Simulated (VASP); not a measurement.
Input of a VASP 6.6.1 run:

Contents of INCAR:

```
SYSTEM = KTaO3
ALGO = Normal
EDIFF = 1E-7
EDIFFG = -0.005
ENCUT = 600
IBRION = 2
ISIF = 3
ISMEAR = 0
LASPH = .TRUE.
LCHARG = .FALSE.
LREAL = .FALSE.
LWAVE = .FALSE.
NELM = 80
NSW = 90
PREC = Accurate
SIGMA = 0.03
```

File KPOINTS:

```
k-points
0
G
  8 8 8
  0 0 0
```

The input POSCAR:

```
KTaO3                                   
1.0
    3.9589256254      0.0000000000     -0.0000000000
    0.0000000000      3.9589256254     -0.0000000000
    0.0000000000      0.0000000000      3.9589256254
  K               Ta              O             
     1     1     3
Direct
     0.5000000000000000    0.5000000000000000    0.5000000000000000
     0.0000000000000000    0.0000000000000000    0.0000000000000000
     0.5000000000000000    0.0000000000000000    0.0000000000000000
     0.0000000000000000    0.5000000000000000    0.0000000000000000
     0.0000000000000000    0.0000000000000000    0.5000000000000000
```

Potentials or basis: VASP PAW LDA potentials, release 64 (K_sv, Ta_pv, O).

Command:

```console
$ cat potpaw_LDA.64/K_sv/POTCAR potpaw_LDA.64/Ta_pv/POTCAR potpaw_LDA.64/O/POTCAR > POTCAR
$ mpirun -np 1 vasp_std > vasp.out
```

Task: Predict the band gap on the k mesh.

Result: 2.07 eV, indirect (least direct gap 2.68 eV).

Final structure:
```yaml
crystal:
  lattice:
    - [3.95893, 0.00000, 0.00000]
    - [0.00000, 3.95893, 0.00000]
    - [0.00000, 0.00000, 3.95893]
  atoms:
    - { symbol: K, position: [0.50000, 0.50000, 0.50000] }
    - { symbol: Ta, position: [0.00000, 0.00000, 0.00000] }
    - { symbol: O, position: [0.50000, 0.00000, 0.00000] }
    - { symbol: O, position: [0.00000, 0.50000, 0.00000] }
    - { symbol: O, position: [0.00000, 0.00000, 0.50000] }
```

Caveat: the relaxation stopped at its first step, so nothing moved; spin-orbit coupling is left out, which moves the levels of the heavy elements. Expect the measured gap to be larger: semilocal functionals such as LDA lack the derivative discontinuity.
